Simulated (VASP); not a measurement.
# YN (Fm-3m) in VASP: single point with HSE06

Aim: the single point of YN with HSE06.

All numbers are computed with VASP 6.6.1; they aren't measurements. Logs are shortened: lines on timing, memory, paths and dates and some standing lists are left out, and cuts for length are marked.

### Step 1. The crystal as given

The structure is cubic, space group Fm-3m (No. 225). Conventional cell: a = 4.854 Å, b = 4.854 Å, c = 4.854 Å, α = 90.00°, β = 90.00°, γ = 90.00°. Y (site symmetry m-3m) has 6 N at 2.43 Å as nearest neighbours. N (site symmetry m-3m) is surrounded by 6 Y at 2.43 Å.

The cell comes from a database or a generator and needn't be the stable form of this composition.

### Step 2. Single point, HSE06

POSCAR

```
YN
1.0
    0.0000000000      2.4270300000      2.4270300000
    2.4270300000      0.0000000000      2.4270300000
    2.4270300000      2.4270300000      0.0000000000
Y N
1 1
Direct
    0.0000000000      0.0000000000      0.0000000000
    0.5000000000      0.5000000000      0.5000000000
```

INCAR.step1

```
  PREC = Accurate
  ENCUT = 520
  EDIFF = 1E-5
  ISMEAR = 0
  SIGMA = 0.1
  LREAL = False
  LASPH = True
  NELM = 100
  ALGO = Normal
  ISIF = 2
  LWAVE = True
  LCHARG = False
  NBANDS = 15
  GGA = PE
```

INCAR.step2

```
  PREC = Accurate
  ENCUT = 520
  EDIFF = 1E-6
  ISMEAR = 0
  SIGMA = 0.1
  LREAL = False
  LASPH = True
  NELM = 100
  ALGO = Normal
  ISIF = 2
  LWAVE = False
  LCHARG = False
  GGA = PE
  LHFCALC = True
  HFSCREEN = 0.2
  PRECFOCK = Fast
  NBANDS = 15
  ISTART = 1
```

KPOINTS

```
Automatic mesh
0
Gamma
  8 8 8
```

Potentials or basis: VASP PAW PBE potentials, release 64 (Y_sv, N).

Command:

```console
$ cat potpaw_PBE.64/Y_sv/POTCAR potpaw_PBE.64/N/POTCAR > POTCAR
$ cp INCAR.step1 INCAR
$ mpirun -np 1 vasp_std > vasp.out
$ cp INCAR.step2 INCAR
$ mpirun -np 1 vasp_std > vasp.out
```

OUTCAR:

```text
PREC = Accurate
   ENCUT = 520
   EDIFF = 1E-6
   ISMEAR = 0
   LREAL = False
   LASPH = True
   NELM = 100
   ISIF = 2
   GGA = PE
   LHFCALC = True
   HFSCREEN = 0.2
   PRECFOCK = Fast
   ISTART = 1

 ion  position               nearest neighbor table
   1  0.000  0.000  0.000-   2 2.43   2 2.43   2 2.43   2 2.43   2 2.43   2 2.43
   2  0.500  0.500  0.500-   1 2.43   1 2.43   1 2.43   1 2.43   1 2.43   1 2.43

  LATTYP: Found a face centered cubic cell.
 ALAT       =     4.8540600000

  Lattice vectors:

 A1 = (   0.0000000000,   2.4270300000,   2.4270300000)
 A2 = (   2.4270300000,   0.0000000000,   2.4270300000)
 A3 = (   2.4270300000,   2.4270300000,   0.0000000000)

Analysis of symmetry for initial positions (statically):
=====================================================================
 Subroutine PRICEL returns:
 Original cell was already a primitive cell.

 Routine SETGRP: Setting up the symmetry group for a
 face centered cubic supercell.

 Subroutine GETGRP returns: Found 48 space group operations
 (whereof 48 operations were pure point group operations)
 out of a pool of 48 trial point group operations.

The static configuration has the point symmetry O_h .

Analysis of symmetry for dynamics (positions and initial velocities):
=====================================================================
 Subroutine PRICEL returns:
 Original cell was already a primitive cell.

 Routine SETGRP: Setting up the symmetry group for a
 face centered cubic supercell.

 Subroutine GETGRP returns: Found 48 space group operations
 (whereof 48 operations were pure point group operations)
 out of a pool of 48 trial point group operations.

The dynamic configuration has the point symmetry O_h .

 Subroutine INISYM returns: Found 48 space group operations
 (whereof 48 operations are pure point group operations),
 and found     1 'primitive' translations

----------------------------------------------------------------------------------------

                                     Primitive cell

  volume of cell :      28.5927

  direct lattice vectors                    reciprocal lattice vectors
     0.000000000  2.427030000  2.427030000    -0.206013111  0.206013111  0.206013111
     2.427030000  0.000000000  2.427030000     0.206013111 -0.206013111  0.206013111
     2.427030000  2.427030000  0.000000000     0.206013111  0.206013111 -0.206013111

  length of vectors
     3.432338742  3.432338742  3.432338742     0.356825175  0.356825175  0.356825175

[... 102 lines left out ...]
  Fermi-wavevector in a.u.,A,eV,Ry     =   1.349055  2.549344 24.761918  1.819950
  Thomas-Fermi vector in A             =   2.476673
   LORBIT       =      0    0 simple, 1 ext, 2 COOP (PROOUT), +10 PAW based schemes
   GGA     = PE    functional components
   LHFCALC =     T    Hartree Fock is set to
   PRECFOCK=fast      Normal, Fast or Accurate (Low or Medium for compatibility)
   ENCUT4O =  -1.0   cutoff for four orbital integrals eV
   NKREDX  =     1    reduce k-point grid by
   NKREDY  =     1    reduce k-point grid by
   NKREDZ  =     1    reduce k-point grid by
   AEXX    =    0.2500 exact exchange contribution
   HFSCREEN=    0.2000 screening length (either q_TF or 0.3 A-1)
   HFSCREENC=   0.2000 screening length for correlation (either q_TF or 0.3 A-1)
   ENCUTFOCK=  -1.0 apply spherical cutoff to Coloumb kernel
   IVDW    =     0    specifies the selected vdW correction
   LEPSILON=     F    determine dielectric tensor
   LRPA    =     F    only Hartree local field effects (RPA)
 non-spin polarized calculation
 Gauss-broadening in eV      SIGMA  =   0.10
  energy-cutoff  :      520.00
  volume of cell :       28.59
 maximum number of plane-waves:       783
 NGX is ok and might be reduce to    28
  NGX = 16; NGY = 16; NGZ = 16

 number of electron      16.0000001 magnetization

 Free energy of the ion-electron system (eV)
  ---------------------------------------------------
  ext. energy  EPLUGINS =         0.00000000
  ---------------------------------------------------
  free energy    TOTEN  =       -21.33129745 eV

  energy without entropy =      -21.33129745  energy(sigma->0) =      -21.33129745

 E-fermi :   4.1677     XC(G=0):  -9.3226

 val. band max:        3.6547250576   @ k =   0.0000   0.0000   0.0000
 cond. band min:       4.7223698596   @ k =   0.5000   0.5000   0.0000
 fundamental gap:      1.0676448021
 Fermi energy:         4.1677228150

 k-point     1 :       0.0000    0.0000    0.0000
  band No.  band energies     occupation
      1     -39.8216      2.00000
      2     -18.0800      2.00000
      3     -18.0800      2.00000
      4     -18.0800      2.00000
      5     -10.8165      2.00000
      6       3.6547      2.00000
      7       3.6547      2.00000
      8       3.6547      2.00000
      9       8.0279      0.00000
     10       8.0279      0.00000
     11       8.0279      0.00000
     12       9.1632      0.00000
     13      10.0848      0.00000
     14      10.0848      0.00000
[... 401 lines left out ...]
      2     -19.1998      2.00000
      3     -18.4772      2.00000
      4     -18.2783      2.00000
      5      -9.2349      2.00000
      6       0.0717      2.00000
      7       1.5621      2.00000
      8       1.5716      2.00000
      9       9.4956      0.00000
     10       9.9076      0.00000
     11      12.2125      0.00000
     12      13.4167      0.00000
     13      15.1242      0.00000
     14      16.3232      0.00000
     15      18.2257      0.00000

 [... further k-points ...]

------------------------ aborting loop because EDIFF is reached ----------------------------------------

  FORCE on cell =-STRESS in cart. coord.  units (eV):
  Direction    XX          YY          ZZ          XY          YZ          ZX
  --------------------------------------------------------------------------------------
  -------------------------------------------------------------------------------------
  Total        0.4719284      0.4719284      0.4719284      0.0000000      0.0000000      0.0000000
  in kB       26.4442523     26.4442523     26.4442523      0.0000000      0.0000000      0.0000000
  external PRESSURE =      26.4442523 kB  Pullay stress =       0.0000000 kB

 VOLUME and BASIS-vectors are now :
 -----------------------------------------------------------------------------
  energy-cutoff  :      520.00
  volume of cell :       28.59
      direct lattice vectors                 reciprocal lattice vectors
     0.000000000  2.427030000  2.427030000    -0.206013111  0.206013111  0.206013111
     2.427030000  0.000000000  2.427030000     0.206013111 -0.206013111  0.206013111
     2.427030000  2.427030000  0.000000000     0.206013111  0.206013111 -0.206013111

 POSITION                                       TOTAL-FORCE (eV/Angst)
 -----------------------------------------------------------------------------------
      0.00000      0.00000      0.00000         0.000000     -0.000000     -0.000000
      2.42703      2.42703      2.42703         0.000000      0.000000      0.000000
 -----------------------------------------------------------------------------------
    total drift:                               -0.000000      0.000000     -0.000000

  FREE ENERGIE OF THE ION-ELECTRON SYSTEM (eV)
  ---------------------------------------------------
  free  energy   TOTEN  =       -21.3312974533 eV

  energy  without entropy=      -21.3312974533  energy(sigma->0) =      -21.33129745
```

OSZICAR.step1:

```text
N       E                     dE             d eps       ncg     rms          rms(c)
DAV:   1     0.546506660645E+02    0.54651E+02   -0.84987E+03   870   0.108E+03
DAV:   2    -0.190413499845E+02   -0.73692E+02   -0.67016E+02  1203   0.232E+02
DAV:   3    -0.218546534964E+02   -0.28133E+01   -0.27969E+01  1087   0.390E+01
DAV:   4    -0.219024518206E+02   -0.47798E-01   -0.47782E-01  1031   0.498E+00
DAV:   5    -0.219032575147E+02   -0.80569E-03   -0.80569E-03  1052   0.550E-01    0.324E+01
DAV:   6    -0.184575591000E+02    0.34457E+01   -0.87264E+00   940   0.249E+01    0.343E+01
DAV:   7    -0.182377724098E+02    0.21979E+00   -0.54496E-01  1088   0.649E+00    0.245E+01
DAV:   8    -0.182356708953E+02    0.21015E-02   -0.23466E-01  1347   0.435E+00    0.973E+00
DAV:   9    -0.182119303494E+02    0.23741E-01   -0.35324E-02  1203   0.195E+00    0.169E+00
DAV:  10    -0.182123387379E+02   -0.40839E-03   -0.44107E-03   948   0.583E-01    0.400E-01
DAV:  11    -0.182123439499E+02   -0.52121E-05   -0.24636E-04  1066   0.136E-01    0.285E-01
DAV:  12    -0.182123355454E+02    0.84046E-05   -0.15549E-05   980   0.346E-02
   1 F= -.18212336E+02 E0= -.18212147E+02  d E =-.377068E-03
```

It took 27 min on 1 thread of Intel Xeon 6975P-C (Granite Rapids), shared host; peak memory 0.3 GiB.

Results:

```
Free energy            : -21.3313 eV
Pressure               : 2.6 GPa
Band gap on the k mesh : 1.07 eV, indirect (least direct gap 1.51 eV)
```

Levels at points of the mesh, in eV from the valence-band top:
```
           k point  band 4  band 5  band 6  band 7  band 8  band 9  band 10  band 11  band 12  band 13
(0.00, 0.00, 0.00)  -21.73  -14.47    0.00    0.00    0.00    4.37     4.37     4.37     5.51     6.43
(0.50, 0.00, 0.00)  -21.82  -12.36   -4.58   -2.53   -2.53    7.30     7.95     8.02     8.02    12.18
(0.50, 0.50, 0.00)  -22.11  -13.98   -1.74   -0.44   -0.44    1.07     8.36     8.91     9.67     9.67
```

Caveat: the PAW data sets were made with another functional, which shifts forces and pressure a little. A k mesh can miss the band edges.
